**Q:** I raised the plane-wave cutoff for a silica crystal, with the atoms held fixed, to see when the PBE gap settles. The indirect gap climbs and then stays put, as I had hoped. The direct gap falls first, from 5.25 eV at a cutoff of 150 eV to 5.02 eV at 200 eV, and only then rises. Should I throw out the 200 eV run?

Ansatz 0.2.0, scalar-relativistic PBE with PAW and plane waves, without spin polarization, for SiO2 (P6_422, 9-atom cell) at fixed atoms. The k mesh is 6x6x4, unshifted, with Gaussian smearing of 0.02 eV; the density cutoff is four times the wave cutoff. Both gaps are Kohn-Sham gaps taken from the mesh points only.

| wave cutoff | gap on mesh (eV) | direct gap on mesh (eV) |
| --- | --- | --- |
| 150 eV | 3.718 | 5.248 |
| 200 eV | 4.856 | 5.020 |
| 250 eV | 5.535 | 5.814 |
| 300 eV | 5.651 | 5.855 |
| 350 eV | 5.709 | 5.903 |
| 380 eV | 5.718 | 5.905 |
| 420 eV | 5.722 | 5.910 |
| 460 eV | 5.722 | 5.909 |
| 520 eV | 5.722 | 5.909 |
| 600 eV | 5.722 | 5.909 |
| 700 eV | 5.722 | 5.909 |

**A:** Look at the two gaps together before you accuse a row. The "gap on mesh" runs from the highest filled level to the lowest empty one, wherever on the mesh each of them lies. The "direct gap on mesh" is the smallest step between filled and empty levels at one and the same k point. What does the second exceed the first by, row by row?

**Q:** By 1.53 eV at a cutoff of 150 eV. In every other row the difference lies between 0.16 and 0.28 eV, and that includes the 200 eV row. So the odd one is the run before the dip?

**A:** Yes. Suppose that a poor basis moved all filled levels by one amount and all empty levels by another. Both gaps would then change equally, and their difference would keep its converged value of 0.19 eV. By that measure the 200 eV run looks regular, because both its gaps are too small by about 0.9 eV. It isn't a sound run either: its valence top lies at the same k point as at 150 eV, not where the converged runs have it. At 150 eV the error must differ strongly from one k point to another.

**Q:** Can we tell what the bands look like there?

**A:** In part. The lowest empty level is at Γ, the centre of the Brillouin zone, in every run. The step from filled to empty levels at Γ is at least as large as the direct gap, because the direct gap is the smallest such step anywhere. It follows that the filled levels at Γ lie below the valence top by at least the difference of the two gaps. At 150 eV that is a drop of at least 1.5 eV from the top, which sits at the zone's edge.

**Q:** Yet the direct gap at 150 eV is nearer to the final 5.91 eV than the one at 200 eV. If I had looked at that column alone, I would have called the coarser run the better one.

**A:** And you would have been misled. The indirect gap gives the coarser run away: it is 3.72 eV there, against 5.72 eV at the end. A single number near its converged value is weak evidence that the bands behind it are right.

**Q:** How large is the break, then? For that I need to know what a well-behaved run at 150 eV would have given.

**A:** Take a simple picture of the basis error. A converged orbital has a small weight $w$ on waves beyond the cutoff, and the calculation leaves those waves out. The total energy then lies too high by an amount roughly proportional to $w$. The levels shift as well, and we assume, without proof, that the loss of gap is proportional to the same $w$. Eliminating $w$ gives

$$E_\mathrm{gap} = E_\infty - c\,\Delta E ,$$

where $E_\infty$ is the converged gap, $\Delta E$ is the energy per atom above that of the 700 eV run, and $c$ is a constant for each gap.

**Q:** Which runs fix the constants?

**A:** Those from 300 eV upwards, fitted separately for each gap. In these runs the valence top stays at one k point, whereas at lower cutoffs it sits elsewhere. The three coarsest runs therefore serve as a test. The output printed after this text has both fits and their misses.

**Q:** Let me try the run I suspected. At 200 eV the energy is 4.57 eV per atom too high, and for the direct gap $c$ is 0.175. That gives $5.91 - 0.175 \times 4.57 = 5.11$ eV. The calculation gave 5.02 eV, so a run outside the fit is met to within a tenth of an electronvolt.

**A:** Now do the same at 150 eV, where the energy excess is 13.2 eV per atom.

**Q:** $5.91 - 0.175 \times 13.2 = 3.60$ eV, but the table has 5.25 eV. The direct gap is about 1.6 eV wider than the smooth model allows. So, judged by this model, the dip appears because the first point is too high, not because the second is too low.

**A:** That is the reading I would defend, with a loose hold on the size. The constant is set mainly by the 300 eV run, and the energy excess at 150 eV is some forty times larger than there. The indirect gap also misses its prediction at 150 eV, by about 1 eV, so part of the break may come simply from using a small-error model where the error is no longer small. At 250 eV the direct gap lies 0.125 eV above its prediction, a miss of more than half the predicted loss, so the close hit at 200 eV may be partly luck. The model doesn't foresee the difference of the gaps well either: at 200 eV the two fits put it at 0.44 eV instead of 0.16 eV. The case against the 150 eV run rests on the computed gaps themselves, and the model only gives the break a scale.

**Q:** What goes wrong physically at 150 eV?

**A:** The filled levels near the gap are built mostly from oxygen 2p orbitals, which are compact. The shortest half-wave in the basis is 0.50 Å at a cutoff of 150 eV and 0.30 Å at 420 eV. The radial density of an oxygen 2p orbital peaks roughly half an ångström from the nucleus. The PAW method smooths the orbital near the nucleus, but even the smoothed orbital needs shorter waves than the coarse basis holds. The most compact valence orbital in a crystal, as its potential presents it, decides how high the cutoff must go.

**Q:** That explains a large error, but why one that depends on the k point?

**A:** At each k point the crystal combines the oxygen orbitals with different phases, and the set of waves below the cutoff is a different one too. With a rich basis neither matters, since every combination is drawn well. With a poor one, some combinations are drawn much worse than others, and the band is bent out of shape. This is an argument from how the method works. The runs don't isolate it, because the cutoff for the density was always raised in step with that for the waves.

**Q:** One thing still puzzles me. A larger basis gives an orbital more freedom, so levels should sink. Why does the gap grow?

**A:** Levels can only sink, or stay, if the Hamiltonian is held fixed, and here it isn't. The density is recomputed in each run, and the potential follows it. From 150 to 250 eV most of the growth does come from sinking: the valence top falls by 1.16 eV, while the conduction bottom rises by 0.66 eV. Between 250 and 700 eV the energy of the valence top changes by only 0.002 eV, though its k point moves, while the conduction bottom rises by 0.18 eV. The added waves alone would never raise it, so that rise must come from the changed potential.

**Q:** And the valence top stands still because it doesn't feel that change?

**A:** More likely it feels two changes that nearly cancel. Compact filled orbitals gain from the added waves, which lowers them, while the new potential may lift them as it lifts the conduction bottom. The spread-out state at the conduction bottom has less to gain from short waves, so the lift would show there. That is my guess, and testing it would take a run with the larger basis in the old, frozen potential.

**Q:** From 420 eV on, the indirect gap reads 5.72 eV in every row. May I hand that to a colleague who needs the band gap of silica?

**A:** Only as the PBE gap of this fixed structure on this mesh. PBE makes the gap of silica far too small; the measured one is roughly 9 eV. The mesh may also step over the true band edges, which could only lower the value. A higher cutoff repairs neither, because it removes the basis error and nothing else.

**Q:** Then how should I judge the cutoff next time?

**A:** Follow both gaps, and the k point of the valence top, over several steps, and accept a cutoff only when all three have stopped moving. Here that happens at 420 eV, and the program had warned of a low cutoff in every run below it. If you need energies too, test them separately: at 380 eV the indirect gap is within 0.004 eV of its final value, while the energy is still 0.02 eV per atom too high. And when a curve has a kink at its coarse end, suspect the coarsest point first, even if it lies closer to the answer than its neighbour.

Printed output of the fit:

```
Edges, gap difference and energy excess:
     row  valence top (eV)  conduction bottom (eV)  direct minus indirect gap (eV)  energy above 700 eV row (eV/atom)
  150 eV             3.014                   6.732                            1.53                               13.2
  200 eV             2.307                   7.163                           0.164                              4.568
  250 eV             1.858                   7.393                           0.279                              1.264
  300 eV             1.862                   7.513                           0.204                             0.3089
  350 eV             1.856                   7.564                           0.194                            0.06332
  380 eV             1.856                   7.574                           0.187                            0.02115
  420 eV             1.856                   7.578                           0.188                           0.004137
  460 eV             1.856                   7.578                           0.187                           0.001057
  520 eV             1.856                   7.578                           0.187                            0.00075
  600 eV             1.855                   7.577                           0.187                           0.000243
  700 eV             1.855                   7.577                           0.187                                  0
fit of gap_on_mesh on 8 rows (ecut >= 300): constant 5.723 +/- 0.00024, coefficient of excess -0.2307 +/- 0.0022; rms 0.00053, worst 350 eV -0.00108, leave-one-out rms 0.00252
  rows outside the fit (model, value, miss): 150 eV 2.677, 3.718, -1.04; 200 eV 4.669, 4.856, -0.187; 250 eV 5.431, 5.535, -0.104
fit of direct_gap_on_mesh on 8 rows (ecut >= 300): constant 5.91 +/- 0.00077, coefficient of excess -0.175 +/- 0.0069; rms 0.00169, worst 350 eV -0.00422, leave-one-out rms 0.00797
  rows outside the fit (model, value, miss): 150 eV 3.599, 5.248, -1.65; 200 eV 5.11, 5.02, 0.0902; 250 eV 5.689, 5.814, -0.125
Change of direct gap from 150 to 200 eV cutoff (eV): -0.228
Energy excess at 150 eV over that at 300 eV (ratio): 42.73
Shortest half-wave at 150 eV cutoff (angstrom): 0.5007
Shortest half-wave at 420 eV cutoff (angstrom): 0.2992
Change of valence top from 150 to 250 eV (eV): -1.156
Change of conduction bottom from 150 to 250 eV (eV): 0.6613
Change of valence top from 250 to 700 eV (eV): -0.00242
Change of conduction bottom from 250 to 700 eV (eV): 0.1839
Indirect gap at 380 eV less that at 700 eV (eV): -0.004
```
